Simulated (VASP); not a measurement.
Crystal: Te.

```xyz
3
Lattice="4.4540 0.0000 0.0000 -2.2270 3.8573 0.0000 0.0000 0.0000 5.9240" Properties=species:S:1:pos:R:3 pbc="T T T"
Te    1.1981    0.0000    1.9747
Te   -0.5991    1.0376    3.9493
Te    1.6279    2.8197    0.0000
```

- Program: VASP 6.6.1
- Task: relaxation of cell and atoms
- Functional: PBEsol
- Potentials or basis: VASP PAW PBE potentials, release 64 (Te)
- Cutoff: 600 eV
- k mesh: 9 × 9 × 6
- Occupations: gaussian, width 0.03 eV
- Spin: no spin polarisation

At the start: pressure -0.9 GPa; volume 33.93 Å³/atom.

Problem. Where does the relaxation end?

Solution. Over 9 steps the energy falls by 11.1 meV/atom and the volume is 32.05 Å³/atom (-5.5 %); space group P3_121 (No. 152, to 0.05 Å).

Step by step:
| step | energy change (eV) | largest force (eV/Å) | pressure (GPa) | volume (Å³) |
| --- | --- | --- | --- | --- |
| 1 | 0.0000 | 0.1284 | -0.88 | 101.78 |
| 2 | -0.0093 | 0.2319 | 0.28 | 99.07 |
| 3 | -0.0093 | 0.2357 | 0.33 | 98.97 |
| 4 | -0.0185 | 0.1866 | 0.29 | 98.19 |
| 5 | -0.0322 | 0.0610 | 0.36 | 95.87 |
| 6 | -0.0325 | 0.0414 | 0.40 | 95.46 |
| 7 | -0.0317 | 0.0278 | -0.55 | 97.09 |
| 8 | -0.0334 | 0.0121 | 0.00 | 96.14 |
| 9 | -0.0334 | 0.0094 | 0.00 | 96.14 |

Final structure:
```
CELL_PARAMETERS angstrom
4.31175 0.00000 0.00000
-2.15587 3.73408 0.00000
0.00000 0.00000 5.97127
ATOMIC_POSITIONS crystal
Te 0.28407 0.00000 0.33333
Te 0.00000 0.28407 0.66667
Te 0.71593 0.71593 0.00000
```

Caveat: the PAW data sets were made with another functional, which shifts forces and pressure a little.
